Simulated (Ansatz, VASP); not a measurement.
## Two plane-wave programs on ZnS

```
Zn S
1.0
     0.00000    2.55182    2.55182
     2.55182    0.00000    2.55182
     2.55182    2.55182    0.00000
Zn S
1 1
Direct
  0.00000 0.00000 0.00000
  0.50000 0.50000 0.50000
```

Alike in both runs: functional PBE; k mesh 15 × 15 × 15; occupations fermi-dirac, width 0.1 eV; no spin polarisation.

Ansatz relaxed the structure, and its values are those at the end. VASP's run is a single point on that final structure, the one shown.

```csv
,VASP,Ansatz
version,VASP 6.6.1,Ansatz 0.2.0
potentials or method,"VASP PAW PBE potentials, release 64 (Zn, S)","PAW with Ansatz's default frozen-core files, scalar-relativistic"
plane-wave cutoff (eV),520,420
valence electrons in the cell,18,18
```

|  | VASP | Ansatz | Ansatz less VASP |
| --- | --- | --- | --- |
| pressure (GPa) | 0.1 | 0.0 | -0.12 |
